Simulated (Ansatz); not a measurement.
# I (diamond type): the cost of one run

Computed with Ansatz 0.2.0 (DFT PBE, with the methods named in each step, unless a step's input says otherwise).

## Step 1: The structure to begin with

It takes space group Fd-3m (No. 227, cubic). Conventional cell: a = 7.877 Å, b = 7.877 Å, c = 7.877 Å, α = 90.00°, β = 90.00°, γ = 90.00°. I (site symmetry -43m) is surrounded by 4 I at 3.41 Å.

Structure file:

```cif
data_structure
_symmetry_space_group_name_H-M 'P 1'
_symmetry_Int_Tables_number 1
_cell_length_a 5.5701
_cell_length_b 5.5701
_cell_length_c 5.5701
_cell_angle_alpha 60.000
_cell_angle_beta 60.000
_cell_angle_gamma 60.000
_cell_volume 122.20
loop_
_atom_site_label
_atom_site_type_symbol
_atom_site_fract_x
_atom_site_fract_y
_atom_site_fract_z
_atom_site_occupancy
I1 I 0.87500 0.87500 0.87500 1
I2 I 0.12500 0.12500 0.12500 1
```

Whether this phase is the stable one at these pressures isn't tested.

Atoms are numbered in the order of the input: I1, I2.

## Step 2: The reference volume, LAPW

Contents of input.yaml:

```yaml
crystal:
  lattice:
    - [0.0, 3.9386522685, 3.9386522685]
    - [3.9386522685, 0.0, 3.9386522685]
    - [3.9386522685, 3.9386522685, 0.0]
  atoms:
    - { symbol: I, position: [-0.125, -0.125, -0.125] }
    - { symbol: I, position: [0.125, 0.125, 0.125] }
kpoints:
  mp_grid: { grid: [10, 10, 10] }
  band_path:
    path:
      - [0.0, 0.0, 0.0]
      - [0.5, 0.0, 0.5]
      - [0.625, 0.25, 0.625]
      - [0.375, 0.375, 0.75]
      - [0.0, 0.0, 0.0]
      - [0.5, 0.5, 0.5]
      - [0.5, 0.25, 0.75]
      - [0.5, 0.0, 0.5]
    npoints: 14
scf:
  occupations: { method: fermi_dirac, width: 0.1 }
hamiltonian:
  xc: pbe
  pseudopotentials: { kind: all_electron, lapw: { basis_error: 0.001 } }
output:
  forces: true
  stress: true
  eigenvalues: true
  populations: true
  dos: { projected: true, de: 0.2, e_range: [-14, 8] }
```

Command:

```bash
> ansatz run input.yaml --threads 1 --pin off --max-ram 2048MiB --backend cpu --events-out ev --progress --plain --runs-dir out
```

Q: Estimate wall time and peak memory on 1 thread of Arm Neoverse V1, shared host.

About 24 s, with a peak of 0.31 GiB.
